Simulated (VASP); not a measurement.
# CaSe (F-43m) in VASP: notebook

The runs below take CaSe through single point, with r2SCAN, HSE06.

Everything below comes from runs of VASP 6.6.1. Logs are shortened: lines on timing, memory, paths and dates and some standing lists are left out, and cuts for length are marked.

### Step 1. The cell of the first run

It takes space group F-43m (No. 216, cubic). The conventional cell has a = 6.528 Å, b = 6.528 Å, c = 6.528 Å, α = 90.00°, β = 90.00°, γ = 90.00°. Ca (site symmetry -43m) is surrounded by 4 Se at 2.83 Å. Se (site symmetry -43m) has 4 Ca at 2.83 Å as nearest neighbours.

The cell was built by a generator and needn't be a form met in nature.

### Step 2. Single point, r2SCAN (hydrostatic strain -0.5%)

The input, POSCAR:

```
CaSe
1.0
    0.0000000000      3.2638194766      3.2638194766
    3.2638194766      0.0000000000      3.2638194766
    3.2638194766      3.2638194766      0.0000000000
Ca Se
1 1
Direct
    0.0000000000      0.0000000000      0.0000000000
    0.2500000000      0.2500000000      0.2500000000
```

The input, INCAR.step1:

```
PREC     = Accurate       # precision mode
ENCUT    = 520            # plane-wave cutoff, eV
ISMEAR   = 0              # smearing method
SIGMA    = 0.01           # smearing width, eV
LREAL    = F              # projectors in reciprocal space
LASPH    = T              # aspherical terms in the spheres
NELM     = 100            # most SCF steps
NBANDS   = 15             # bands
GGA      = PE             # functional
ALGO     = Normal         # electronic algorithm
EDIFF    = 1E-4           # SCF threshold, eV
LWAVE    = T              # write WAVECAR
LCHARG   = F              # write CHGCAR
```

The input, INCAR.step2:

```
PREC     = Accurate       # precision mode
ENCUT    = 520            # plane-wave cutoff, eV
EDIFF    = 1E-6           # SCF threshold, eV
ISMEAR   = 0              # smearing method
SIGMA    = 0.01           # smearing width, eV
LREAL    = F              # projectors in reciprocal space
LASPH    = T              # aspherical terms in the spheres
NELM     = 100            # most SCF steps
ALGO     = Normal         # electronic algorithm
ISIF     = 2              # what is computed and relaxed
LWAVE    = F              # write WAVECAR
LCHARG   = T              # write CHGCAR
METAGGA  = R2SCAN         # meta-GGA
LMIXTAU  = T            
LELF     = T              # ELF
LVHAR    = T            
NBANDS   = 15             # bands
ISTART   = 1
```

The input, KPOINTS:

```
regular mesh
0
Gamma
  6 6 6
```

Potentials or basis: VASP PAW PBE potentials, release 64 (Ca_sv, Se).

The run is started by

```
$ cat potpaw_PBE.64/Ca_sv/POTCAR potpaw_PBE.64/Se/POTCAR > POTCAR
$ cp INCAR.step1 INCAR
$ mpirun -np 1 vasp_std > vasp.out
$ cp INCAR.step2 INCAR
$ mpirun -np 1 vasp_std > vasp.out
```

OUTCAR:

```text
PREC = Accurate
   ENCUT = 520
   EDIFF = 1E-6
   ISMEAR = 0
   LREAL = F
   LASPH = T
   NELM = 100
   ISIF = 2
   METAGGA = R2SCAN
   ISTART = 1

 ion  position               nearest neighbor table
   1  0.000  0.000  0.000-   2 2.83   2 2.83   2 2.83   2 2.83
   2  0.250  0.250  0.250-   1 2.83   1 2.83   1 2.83   1 2.83

  LATTYP: Found a face centered cubic cell.
 ALAT       =     6.5276389532

  Lattice vectors:

 A1 = (   0.0000000000,   3.2638194766,   3.2638194766)
 A2 = (   3.2638194766,   0.0000000000,   3.2638194766)
 A3 = (   3.2638194766,   3.2638194766,   0.0000000000)

Analysis of symmetry for initial positions (statically):
=====================================================================
 Subroutine PRICEL returns:
 Original cell was already a primitive cell.

 Routine SETGRP: Setting up the symmetry group for a
 face centered cubic supercell.

 Subroutine GETGRP returns: Found 24 space group operations
 (whereof 24 operations were pure point group operations)
 out of a pool of 48 trial point group operations.

The static configuration has the point symmetry T_d .

Analysis of symmetry for dynamics (positions and initial velocities):
=====================================================================
 Subroutine PRICEL returns:
 Original cell was already a primitive cell.

 Routine SETGRP: Setting up the symmetry group for a
 face centered cubic supercell.

 Subroutine GETGRP returns: Found 24 space group operations
 (whereof 24 operations were pure point group operations)
 out of a pool of 48 trial point group operations.

The dynamic configuration has the point symmetry T_d .

 Subroutine INISYM returns: Found 24 space group operations
 (whereof 24 operations are pure point group operations),
 and found     1 'primitive' translations

----------------------------------------------------------------------------------------

                                     Primitive cell

  volume of cell :      69.5358

  direct lattice vectors                    reciprocal lattice vectors
     0.000000000  3.263819477  3.263819477    -0.153194747  0.153194747  0.153194747
     3.263819477  0.000000000  3.263819477     0.153194747 -0.153194747  0.153194747
     3.263819477  3.263819477  0.000000000     0.153194747  0.153194747 -0.153194747

  length of vectors
[... 82 lines left out ...]
   TEBEG  =    0.0;   TEEND  =   0.0 temperature during run
   PSTRESS=    0.0 pullay stress
   NELECT =      16.0000    total number of electrons
   NUPDOWN=      -1.0000    fix difference up-down
   EMIN   =  10.00;   EMAX   =-10.00  energy-range for DOS
   EFERMI =   0.00;   METHOD = LEGACY
   ISMEAR =     0;   SIGMA  =   0.01  broadening in eV -4-tet -1-fermi 0-gaus
   EFERMI_NEDOS =   21; number of points for ismear=-14 and -15
   IALGO  =     38    algorithm
   IMIX   =      4    mixing-type and parameters
     AMIX     =   0.40;   BMIX     =  1.00
     AMIX_MAG =   1.60;   BMIX_MAG =  1.00
  volume/ion in A,a.u.               =      34.77       234.63
  Fermi-wavevector in a.u.,A,eV,Ry     =   1.003180  1.895735 13.692486  1.006369
  Thomas-Fermi vector in A             =   2.135715
   LORBIT       =      0    0 simple, 1 ext, 2 COOP (PROOUT), +10 PAW based schemes
   METAGGA = R2SCAN    functional components
   LHFCALC =     F    Hartree Fock is set to
   AEXX    =    0.0000 exact exchange contribution
   IVDW    =     0    specifies the selected vdW correction
   LEPSILON=     F    determine dielectric tensor
   LRPA    =     F    only Hartree local field effects (RPA)
 non-spin polarized calculation
 Gauss-broadening in eV      SIGMA  =   0.01
  energy-cutoff  :      520.00
  volume of cell :       69.54
 maximum number of plane-waves:      1895
 NGX is ok and might be reduce to    36
   NGX = 17   NGY = 17   NGZ = 17

 number of electron      16.0000002 magnetization

 Free energy of the ion-electron system (eV)
  ---------------------------------------------------
  ext. energy  EPLUGINS =         0.00000000
  ---------------------------------------------------
  free energy    TOTEN  =       -25.35720798 eV

  energy without entropy =      -25.35720798  energy(sigma->0) =      -25.35720798

 E-fermi :  -0.4227     XC(G=0):  -8.0718

 val. band max:       -0.5314790220   @ k =  -0.3333   0.1667   0.0000
 cond. band min:       3.2057354247   @ k =   0.0000   0.0000   0.0000
 fundamental gap:      3.7372144467
 Fermi energy:        -0.4226681687

 k-point     1 :       0.0000    0.0000    0.0000
  band No.  band energies     occupation
      1     -41.0578      2.00000
      2     -21.1931      2.00000
      3     -21.1931      2.00000
      4     -21.1931      2.00000
      5     -11.2659      2.00000
      6      -0.6265      2.00000
      7      -0.6265      2.00000
      8      -0.6265      2.00000
      9       3.2057      0.00000
     10       5.4517      0.00000
     11       5.4517      0.00000
     12       7.5405      0.00000
     13       7.5405      0.00000
     14       7.5405      0.00000
[... 257 lines left out ...]
      2     -21.2432      2.00000
      3     -21.2127      2.00000
      4     -21.2082      2.00000
      5     -10.8918      2.00000
      6      -1.5295      2.00000
      7      -0.9253      2.00000
      8      -0.6223      2.00000
      9       3.5699      0.00000
     10       5.0357      0.00000
     11       6.0615      0.00000
     12       6.3025      0.00000
     13       6.8525      0.00000
     14       8.5365      0.00000
     15       9.5315      0.00000

------------------------ aborting loop because EDIFF is reached ----------------------------------------

  FORCE on cell =-STRESS in cart. coord.  units (eV):
  Direction    XX          YY          ZZ          XY          YZ          ZX
  --------------------------------------------------------------------------------------
  -------------------------------------------------------------------------------------
  Total        0.3089270      0.3089270      0.3089270     -0.0000000     -0.0000000     -0.0000000
  in kB        7.1180017      7.1180017      7.1180017     -0.0000000     -0.0000000     -0.0000000
  external PRESSURE =       7.1180017 kB  Pullay stress =       0.0000000 kB

 VOLUME and BASIS-vectors are now :
 -----------------------------------------------------------------------------
  energy-cutoff  :      520.00
  volume of cell :       69.54
      direct lattice vectors                 reciprocal lattice vectors
     0.000000000  3.263819477  3.263819477    -0.153194747  0.153194747  0.153194747
     3.263819477  0.000000000  3.263819477     0.153194747 -0.153194747  0.153194747
     3.263819477  3.263819477  0.000000000     0.153194747  0.153194747 -0.153194747

 POSITION                                       TOTAL-FORCE (eV/Angst)
 -----------------------------------------------------------------------------------
      0.00000      0.00000      0.00000         0.000000     -0.000000     -0.000000
      1.63191      1.63191      1.63191        -0.000000      0.000000      0.000000
 -----------------------------------------------------------------------------------
    total drift:                               -0.000000     -0.000000     -0.000000

  FREE ENERGIE OF THE ION-ELECTRON SYSTEM (eV)
  ---------------------------------------------------
  free  energy   TOTEN  =       -25.3572079757 eV

  energy  without entropy=      -25.3572079757  energy(sigma->0) =      -25.35720798
```

OSZICAR.step1:

```text
N       E                     dE             d eps       ncg     rms          rms(c)
DAV:   1     0.110867523461E+03    0.11087E+03   -0.70344E+03   480   0.936E+02
DAV:   2    -0.359389993779E+01   -0.11446E+03   -0.10808E+03   585   0.234E+02
DAV:   3    -0.903419153237E+01   -0.54403E+01   -0.53920E+01   699   0.483E+01
DAV:   4    -0.938800875668E+01   -0.35382E+00   -0.35365E+00   676   0.101E+01
DAV:   5    -0.939232624856E+01   -0.43175E-02   -0.43174E-02   685   0.123E+00    0.436E+00
DAV:   6    -0.899384031160E+01    0.39849E+00   -0.51359E-01   529   0.313E+00    0.253E+00
DAV:   7    -0.894897242123E+01    0.44868E-01   -0.22112E-01   641   0.247E+00    0.103E+00
DAV:   8    -0.896119664346E+01   -0.12224E-01   -0.28292E-02   550   0.128E+00    0.201E-01
DAV:   9    -0.896143997014E+01   -0.24333E-03   -0.22183E-03   627   0.407E-01    0.105E-01
DAV:  10    -0.896232739315E+01   -0.88742E-03   -0.78605E-04   543   0.156E-01    0.325E-02
DAV:  11    -0.896246292635E+01   -0.13553E-03   -0.23234E-04   584   0.875E-02    0.118E-02
DAV:  12    -0.896246301981E+01   -0.93460E-07   -0.11060E-05   387   0.193E-02
   1 F= -.89624630E+01 E0= -.89624630E+01  d E =-.148545E-22
```

Wall time 54 s (1 thread of Intel Xeon Platinum 8488C (Sapphire Rapids), shared host); peak memory 0.21 GiB.

Results:

```yaml
Free_energy: -25.3572 eV
Pressure: 0.7 GPa
Band_gap_on_the_k_mesh: 3.74 eV, indirect (least direct gap 3.83 eV)
```

Caveat: the PAW data sets were made with another functional, which shifts forces and pressure a little. A k mesh can miss the band edges.

### Step 3. Single point, HSE06 (hydrostatic strain -0.5%)

POSCAR is that of step 2.

The input, INCAR.step1:

```
PREC = Accurate ; ENCUT = 520
EDIFF = 1E-5 ; ISMEAR = 0
SIGMA = 0.01 ; LREAL = F
LASPH = T ; NELM = 100
ALGO = Normal ; ISIF = 2
LWAVE = T ; GGA = PE
NBANDS = 15
```

The input, INCAR.step2:

```
PREC = Accurate ; ENCUT = 520
EDIFF = 1E-6 ; ISMEAR = 0
SIGMA = 0.01 ; LREAL = F
LASPH = T ; NELM = 100
ALGO = Normal ; ISIF = 2
LWAVE = F ; LCHARG = T
GGA = PE ; LHFCALC = T
HFSCREEN = 0.2079 ; PRECFOCK = Normal
LELF = T ; LVHAR = T
ISTART = 1 ; NBANDS = 15
```

The input, KPOINTS:

```
Automatic mesh
0
Gamma
  4 4 4
```

Potentials or basis: VASP PAW PBE potentials, release 64 (Ca_sv, Se).

The run is started by

```
$ cat potpaw_PBE.64/Ca_sv/POTCAR potpaw_PBE.64/Se/POTCAR > POTCAR
$ cp INCAR.step1 INCAR
$ mpirun -np 1 vasp_std > vasp.out
$ cp INCAR.step2 INCAR
$ mpirun -np 1 vasp_std > vasp.out
```

OUTCAR:

```text
PREC = Accurate
   ENCUT = 520
   EDIFF = 1E-6
   ISMEAR = 0
   LREAL = F
   LASPH = T
   NELM = 100
   ISIF = 2
   GGA = PE
   LHFCALC = T
   HFSCREEN = 0.2079
   PRECFOCK = Normal
   ISTART = 1

 ion  position               nearest neighbor table
   1  0.000  0.000  0.000-   2 2.83   2 2.83   2 2.83   2 2.83
   2  0.250  0.250  0.250-   1 2.83   1 2.83   1 2.83   1 2.83

[... 324 lines left out ...]
     14       9.2470      0.00000
     15       9.6910      0.00000

------------------------ aborting loop because EDIFF is reached ----------------------------------------

  FORCE on cell =-STRESS in cart. coord.  units (eV):
  Direction    XX          YY          ZZ          XY          YZ          ZX
  --------------------------------------------------------------------------------------
  -------------------------------------------------------------------------------------
  Total        0.3679569      0.3679569      0.3679569     -0.0000000      0.0000000     -0.0000000
  in kB        8.4781112      8.4781112      8.4781112     -0.0000000      0.0000000     -0.0000000
  external PRESSURE =       8.4781112 kB  Pullay stress =       0.0000000 kB

 VOLUME and BASIS-vectors are now :
 -----------------------------------------------------------------------------
  energy-cutoff  :      520.00
  volume of cell :       69.54
      direct lattice vectors                 reciprocal lattice vectors
     0.000000000  3.263819477  3.263819477    -0.153194747  0.153194747  0.153194747
     3.263819477  0.000000000  3.263819477     0.153194747 -0.153194747  0.153194747
     3.263819477  3.263819477  0.000000000     0.153194747  0.153194747 -0.153194747

 POSITION                                       TOTAL-FORCE (eV/Angst)
 -----------------------------------------------------------------------------------
      0.00000      0.00000      0.00000        -0.000000     -0.000000     -0.000000
      1.63191      1.63191      1.63191         0.000000      0.000000      0.000000
 -----------------------------------------------------------------------------------
    total drift:                               -0.000001      0.000003     -0.000002

  FREE ENERGIE OF THE ION-ELECTRON SYSTEM (eV)
  ---------------------------------------------------
  free  energy   TOTEN  =       -10.1279746742 eV

  energy  without entropy=      -10.1279746742  energy(sigma->0) =      -10.12797467
```

Run time: 8 min. Hardware: 1 thread of Intel Xeon Platinum 8488C (Sapphire Rapids), shared host; peak memory 0.31 GiB.

What came out:

* Free energy: -10.1280 eV
* Pressure: 0.8 GPa
* Band gap on the k mesh: 4.14 eV, indirect (least direct gap 4.23 eV)

Caveat: the PAW data sets were made with another functional, which shifts forces and pressure a little. A k mesh can miss the band edges.

### Step 4. Single point, r2SCAN (epitaxial_xy strain +6.0%)

The input, POSCAR:

```
CaSe
1.0
    0.0000000000      3.4760070973      2.8327825320
    3.4760070973      0.0000000000      2.8327825320
    3.4760070973      3.4760070973      0.0000000000
Ca Se
1 1
Direct
    0.0000000000      0.0000000000      0.0000000000
    0.2500000000      0.2500000000      0.2500000000
```

The input, INCAR.step1:

```
  PREC = Accurate
  ENCUT = 520
  ISMEAR = 0
  SIGMA = 0.01
  LREAL = F
  LASPH = T
  NELM = 100
  NBANDS = 15
  GGA = PE
  ALGO = Normal
  EDIFF = 1E-4
  LWAVE = T
  LCHARG = F
```

The input, INCAR.step2:

```
  PREC = Accurate
  ENCUT = 520
  EDIFF = 1E-7
  ISMEAR = 0
  SIGMA = 0.01
  LREAL = F
  LASPH = T
  NELM = 100
  ALGO = Normal
  ISIF = 2
  LWAVE = F
  LCHARG = F
  METAGGA = R2SCAN
  LMIXTAU = T
  NBANDS = 15
  ISTART = 1
```

The input, KPOINTS:

```
regular mesh
0
Gamma
  6 6 6
```

The run is started by

```
$ cat potpaw_PBE.64/Ca_sv/POTCAR potpaw_PBE.64/Se/POTCAR > POTCAR
$ cp INCAR.step1 INCAR
$ mpirun -np 1 vasp_std > vasp.out
$ cp INCAR.step2 INCAR
$ mpirun -np 1 vasp_std > vasp.out
```

It took 100 s on 1 thread of Intel Xeon Platinum 8488C (Sapphire Rapids), shared host; peak memory 0.24 GiB.

Results (log left out):

```yaml
Free_energy: -25.3550 eV
Pressure: 0.3 GPa
Band_gap_on_the_k_mesh: 3.50 eV, indirect (least direct gap 3.63 eV)
```

Stress tensor (GPa, compression positive):
```
0.45 0.00 0.00
0.00 0.45 0.00
0.00 0.00 0.13
```

Levels at points of the mesh, in eV from the valence-band top:
| k point | band 4 | band 5 | band 6 | band 7 | band 8 | band 9 | band 10 | band 11 | band 12 | band 13 |
| --- | --- | --- | --- | --- | --- | --- | --- | --- | --- | --- |
| (0.00, 0.00, 0.00) | -20.93 | -10.98 | -0.30 | -0.30 | -0.13 | 3.50 | 5.18 | 6.14 | 7.38 | 7.38 |
| (0.50, 0.00, 0.00) | -20.94 | -10.68 | -1.51 | -0.46 | -0.01 | 5.42 | 5.62 | 5.81 | 6.10 | 6.85 |
| (0.50, 0.50, 0.00) | -20.95 | -10.56 | -1.20 | -0.60 | -0.60 | 4.01 | 5.24 | 6.55 | 6.55 | 6.61 |
| (0.50, 0.00, 0.50) | -20.93 | -10.59 | -1.66 | -0.13 | -0.05 | 3.66 | 5.13 | 6.47 | 6.49 | 6.73 |

Caveat: the PAW data sets were made with another functional, which shifts forces and pressure a little. A k mesh can miss the band edges.

### Step 5. The runs side by side

```csv
level,cell,k mesh,exchange at q = 0,grid for exact exchange (PRECFOCK),screening parameter,gap on the mesh (eV),pressure (GPa)
r2SCAN,hydrostatic strain -0.5%,6 × 6 × 6,-,-,-,3.74,0.7
HSE06,hydrostatic strain -0.5%,4 × 4 × 4,truncated,Normal,0.2079 1/A,4.14,0.8
r2SCAN,epitaxial_xy strain +6.0%,6 × 6 × 6,-,-,-,3.50,0.3
```

Alike in all rows: task single point; potentials or basis VASP PAW PBE potentials, release 64 (Ca_sv, Se); no spin polarisation; cutoff (eV) 520; smearing gaussian 0.01 eV.

Caveats: the PAW data sets were made with another functional, which shifts forces and pressure a little.

Total energies depend on the potentials used, so only differences within one code and one set of settings carry meaning.
